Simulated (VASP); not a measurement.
NaCl in VASP 6.6.1, single-point calculation

INCAR

```
METAGGA = R2SCAN
EDIFF = 1E-7
LWAVE = .FALSE.
NSW = 0
ISIF = 2
LREAL = .FALSE.
LASPH = .TRUE.
SIGMA = 0.01
PREC = Accurate
ALGO = Normal
ENCUT = 200
IBRION = -1
ISMEAR = 0
NBANDS = 14
LCHARG = .FALSE.
NELM = 120
```

KPOINTS

```
KPOINTS created by Atomic Simulation Environment
0
Gamma
8 8 8
0 0 0
```

POSCAR

```
Na Cl
 1.0000000000000000
     0.0000000000000000    2.8307258136000000    2.8307258136000000
     2.8307258136000000    0.0000000000000000    2.8307258136000000
     2.8307258136000000    2.8307258136000000    0.0000000000000000
 Na  Cl
   1   1
Cartesian
  0.0000000000000000  0.0000000000000000  0.0000000000000000
  2.8307258136000000  2.8307258136000000  2.8307258136000000
```

The recommended PBE PAW datasets give the neutral cell 14 valence electrons.

Command

```
mpirun -np 1 vasp_std
```

Q: Predict the outcome of this run.

A: It converged. Results: gap between bands v and c on the k mesh 5.81 eV; least direct gap on the k mesh 5.81 eV; pressure -26.4 GPa. Band v is the last that the valence electrons fill when counted band by band, and c is the next.

OSZICAR

```
N       E                     dE             d eps       ncg     rms          rms(c)
DAV:   1     0.512334613514E+02    0.51233E+02   -0.47629E+03   886   0.489E+02
DAV:   2    -0.128398094894E+02   -0.64073E+02   -0.61918E+02   962   0.174E+02
DAV:   3    -0.155996155562E+02   -0.27598E+01   -0.27559E+01  1028   0.375E+01
DAV:   4    -0.156219872583E+02   -0.22372E-01   -0.22370E-01   950   0.367E+00
DAV:   5    -0.156222834973E+02   -0.29624E-03   -0.29623E-03  1052   0.409E-01    0.854E+00
DAV:   6    -0.135204363168E+02    0.21018E+01   -0.46792E-01   854   0.596E+00    0.593E+00
DAV:   7    -0.135067169816E+02    0.13719E-01   -0.23164E-01   962   0.269E+00    0.940E-01
DAV:   8    -0.134998852463E+02    0.68317E-02   -0.24508E-02   938   0.929E-01    0.501E-01
DAV:   9    -0.135011516566E+02   -0.12664E-02   -0.10713E-03   944   0.245E-01    0.110E-01
DAV:  10    -0.135012418914E+02   -0.90235E-04   -0.72851E-05  1028   0.531E-02    0.766E-02
DAV:  11    -0.135012746338E+02   -0.32742E-04   -0.42586E-05   956   0.511E-02    0.111E-02
DAV:  12    -0.135012783078E+02   -0.36739E-05   -0.70692E-07  1034   0.670E-03    0.955E-03
DAV:  13    -0.135012791399E+02   -0.83215E-06   -0.21259E-07   960   0.234E-03    0.725E-04
DAV:  14    -0.135012788006E+02    0.33935E-06   -0.60182E-09   592   0.546E-04    0.997E-05
DAV:  15    -0.135012787497E+02    0.50888E-07   -0.38902E-10   502   0.210E-04
   1 F= -.13501279E+02 E0= -.13501279E+02  d E =-.112534E-11
```

These settings aren't sound, so the numbers aren't properties of the crystal.

On sound settings r²SCAN gives a gap of 5.87 eV on its mesh and a pressure of -1.0 GPa for the intended cell.
